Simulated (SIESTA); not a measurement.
CuO (Tenorite):

```
Cu O
1.0
     2.34185   -1.71130    0.00000
     2.34185    1.71130    0.00000
    -0.85003    0.00000    5.05787
Cu O
2 2
Direct
  0.50000 0.00000 0.50000
  0.00000 0.50000 0.00000
  0.41840 0.58160 0.75000
  0.58160 0.41840 0.25000
```

Base run:

| Quantity | Value |
| --- | --- |
| Program | SIESTA 5.4.2 |
| Functional | PBE |
| Potentials or basis | PseudoDojo 0.4 standard (PBE files) |
| Basis | TZDP (energy shift 0.01 Ry) |
| Grid cutoff | 800 Ry |
| Energy shift | 0.01 Ry |
| k mesh | 10 × 10 × 5 |
| Occupations | fermi-dirac, width 0.05 eV |
| Spin | no spin polarisation |

Its results: band gap on the k mesh none (metal or under the smearing width); pressure 4.7 GPa; largest force 0.129 eV/Å.

Q: The run is repeated on the same cell with these changes: basis from TZDP (energy shift 0.01 Ry) to DZ (energy shift 0.01 Ry). What comes out?

A: Band gap on the k mesh none (metal or under the smearing width); pressure -7.0 GPa; largest force 0.214 eV/Å.

Caveats: semicore shells carry a single zeta, which can move pressures by several GPa and volumes by a few percent; the basis of atomic orbitals isn't converged, which shifts pressures, moduli and gaps; the run has no spin polarisation, though such a crystal can be magnetic; semilocal functionals often make such compounds metallic where correlation or magnetic order opens a gap, which also shifts bond lengths; the basis has no polarisation orbitals (some runs).
